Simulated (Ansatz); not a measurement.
# Magnetic order of MnS at several levels

```yaml
crystal:
  lattice:
    - [3.97600, 0.00000, 0.00000]
    - [-1.98800, 3.44332, 0.00000]
    - [0.00000, 0.00000, 6.43200]
  atoms:
    - { symbol: Mn, position: [0.33333, 0.66667, 0.00000] }
    - { symbol: Mn, position: [0.66667, 0.33333, 0.50000] }
    - { symbol: S, position: [0.33333, 0.66667, 0.38500] }
    - { symbol: S, position: [0.66667, 0.33333, 0.88500] }
```

The same starts (parallel, antiparallel patterns that fit this cell, and no moments) were run with plane-wave PAW DFT (Ansatz 0.2.0; atoms fixed, collinear spin, no spin-orbit coupling; 8×8×5 Γ-centred mesh, fermi-dirac occupations of width 0.050 eV) at these levels: PBE, 420 eV; PBE with U_eff = 4.0 eV on Mn d (all-electron-ortho-atomic projectors), 420 eV; r2SCAN, 500 eV.

Q: Which order does each level favour, and how strongly?

A: The runs give, at zero smearing:

| level | lowest state | mean moment on Mn (μB) | parallel less best compensated antiparallel (meV per Mn) | gain over no moments (meV per Mn) |
| --- | --- | --- | --- | --- |
| PBE | antiparallel, compensated | 4.05 | +178 | 1875 |
| PBE + U | antiparallel, compensated | 4.30 | +57 | 4279 |
| r2SCAN | antiparallel, compensated | 4.22 | +105 | 3165 |

Site moments are taken in small spheres that don't touch (radius about 0.4 of the atom's shortest bond), so those of the magnetic atoms read low. All levels favour antiparallel moments: the difference runs from +57 to +178 meV per Mn. The moment grows from 4.05 μB under PBE to 4.30 μB under PBE + U.

The cell is that of a Crystallography Open Database entry, unchanged. Note on the entry: the entry's cell lengths or inner coordinates differ somewhat from later room-temperature determinations.

Caveats: only orders that fit this cell were tried, so the true order may need a larger cell or canted moments; atoms and cell are held at the entry's values; differences under about 5 meV per magnetic atom weren't tested against a denser mesh or another U, and are taken as unresolved; the U is a value in common use, not computed for this crystal; the state without moments isn't the paramagnet, so the last column is no ordering energy, and a U inflates it; the nearest magnetic atoms form triangles, which frustrates antiparallel coupling, so the true order may be non-collinear or need another cell.
